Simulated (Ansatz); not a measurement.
LiI:
```
CELL_PARAMETERS angstrom
      0.00000     3.00938     3.00938
      3.00938     0.00000     3.00938
      3.00938     3.00938     0.00000
ATOMIC_POSITIONS crystal
  Li 0.00000 0.00000 0.00000
  I  0.50000 0.50000 0.50000
```

x, y and z are the axes in which the lattice vectors are written.

**Question.** Give the high-frequency dielectric tensor and the Born effective charge tensors of the independent atoms from DFPT, plane-wave PAW r²SCAN (Ansatz code).

**Answer.** 
ε∞:
```
3.81  0.00  0.00
0.00  3.81  0.00
0.00  0.00  3.81
```
Z* of atom 1 (Li), rows: field, columns: displacement, in e:
```
1.30  0.00  0.00
0.00  1.30  0.00
0.00  0.00  1.30
```
Z* of atom 2 (I), rows: field, columns: displacement, in e:
```
-1.30   0.00   0.00
 0.00  -1.30   0.00
 0.00   0.00  -1.30
```

Static charges for comparison (Bader): Li1 +0.91, I2 -0.91 e. Born charges measure polarisation by displacement and can exceed these by far.

Space group Fm-3m (rock salt). The r²SCAN relaxation kept the symmetry of its start. Spin–orbit coupling is left out wherever it is not named.

Potentials: the later of the program's two PAW sets.
